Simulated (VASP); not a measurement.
# Settings for Ge: elastic tensor

Ge, Fd-3m (no. 227), 2 atoms in the cell. PBEsol, elastic tensor by finite differences; PAW potentials Ge_d (PBE set). VASP 6.6.1.

Wanted: elastic constants within 1.5 %.

Geometry: relaxed with this functional.

Elastic constants: the values given are C11, C12, C44.

POSCAR:
```
Ge
1.0
    0.0000000000      2.8373919384      2.8373919384
    2.8373919384      0.0000000000      2.8373919384
    2.8373919384      2.8373919384      0.0000000000
Ge
2
Direct
    0.7500000000      0.7500000000      0.7500000000
    0.5000000000      0.5000000000      0.5000000000
```

The series start from Plane-wave cutoff (eV): 460; k mesh: 8x8x8; SCF threshold (eV): 1e-7; Precision mode: Accurate; Displacements: NFREE 2, POTIM 0.015; Projectors in real space: False. Each series keeps the choices made before it, and each single choice may use up half of a tolerance.

## Plane-wave cutoff (eV)

| Plane-wave cutoff (eV) | Elastic constants, largest deviation against the largest value | Time (s) |
|---|---|---|
| 310 | 18 % | 135 |
| 360 | 3 % | 462 |
| 400 | 1.3 % | 406 |
| 460 | 2.2 % | 424 |
| 560 | 0.28 % | 434 |
| 680 (reference) | 0 % | 594 |

Chosen: 560, the loosest value from which every tighter one stays within half of the tolerance.

## k mesh

| k mesh | Elastic constants, largest deviation against the largest value | Time (s) |
|---|---|---|
| 4x4x4 | 117 % | 104 |
| 6x6x6 | 11 % | 166 |
| 8x8x8 | 3.4 % | 434 |
| 10x10x10 | 1 % | 520 |
| 12x12x12 (reference) | 0 % | 887 |

Chosen: 12x12x12; the next looser run is off by more than half of the tolerance, so convergence isn't shown beyond this value.

## SCF threshold (eV)

| SCF threshold (eV) | Elastic constants, largest deviation against the largest value | Time (s) |
|---|---|---|
| 0.0001 | 37 % | 580 |
| 1e-5 | 2.1 % | 636 |
| 1e-6 | 5.9 % | 789 |
| 1e-7 | 0.55 % | 887 |
| 1e-8 (reference) | 0 % | 1051 |

Chosen: 1e-7.

## All choices together

| Input | Elastic constants, largest deviation against the largest value | Time (s) |
|---|---|---|
| program defaults, KSPACING-like mesh of 0.5 per A (naive) | 62 % | 29 |
| chosen settings | 0.75 % | 887 |
| reference settings throughout | 0 % | 2293 |

The chosen settings stay within the tolerance of the reference run, but the reference itself isn't shown to be converged in: k mesh.

Values of the reference run: Elastic constants: 114.5, 43.9, 59.2 GPa.

## The input

INCAR:
```
SYSTEM = Ge
PREC = Accurate
ENCUT = 560
EDIFF = 1E-7
ISMEAR = 0
SIGMA = 0.02
LREAL = .False.
LASPH = .True.
ALGO = Normal
NELM = 120
LWAVE = .False.
LCHARG = .False.
GGA = PS
IBRION = 6
NFREE = 2
POTIM = 0.015
NSW = 1
ISIF = 3
KPAR = 2
```

KPOINTS:
```
Automatic mesh
0
Gamma
  12 12 12
  0 0 0
```

Commands:
```
cat potpaw_PBE.64/Ge_d/POTCAR > POTCAR
mpirun -np 2 vasp_std > vasp.out
```

The chosen input took VASP 6.6.1 887 s on 2 cores (Intel Xeon Platinum 8259CL @ 2.50GHz (Skylake/Cascade Lake)), a shared host.

## An input that fails: one k point for a small cell

It runs to its end, but against the unchanged starting input it is off by 2204 % in the elastic constants.

k mesh: 8 × 8 × 8 becomes 1 × 1 × 1.

Changes against the starting input:
```
- KPAR = 2
+ KPAR = 1
```
